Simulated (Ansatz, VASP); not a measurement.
**NaH: VASP beside Ansatz**

```
Na H
1.0
     2.95512    0.00000    0.00000
     0.00000    2.95512   -0.04433
     0.00000   -0.04433    2.95512
Na H
1 1
Direct
  0.00000 0.00000 0.00000
  0.50000 0.50000 0.50000
```

Change from the starting cell: strain -0.0300 x Voigt [0, 0, 0, 1, 0, 0], atoms carried along.

Alike in both runs: task single point; functional r2SCAN; k mesh 10 × 10 × 10; occupations gaussian, width 0.05 eV; no spin polarisation.

|  | VASP | Ansatz |
| --- | --- | --- |
| version | VASP 6.6.1 | Ansatz 0.2.0 |
| potentials or method | VASP PAW PBE potentials, release 64 (Na_pv, H) | scalar-relativistic, plane waves, PAW |
| plane-wave cutoff (eV) | 520 | 500 |
| valence electrons in the cell | 8 | 10 |

|  | VASP | Ansatz | Ansatz less VASP |
| --- | --- | --- | --- |
| gap on the k mesh at the Fermi level (eV) | 1.61 | 1.60 | -0.010 |
| least direct gap on the mesh (eV) | 5.10 | 5.09 | -0.005 |
| pressure (GPa) | -0.8 | -0.5 | +0.30 |
| largest component of the traceless stress (GPa) | 0.14 | 0.14 | +0.004 |

The two sets of potentials don't hold the same shells in valence.

Caveats: the PAW data sets were made with another functional, which shifts forces and pressure a little (VASP). A k mesh can miss the band edges.
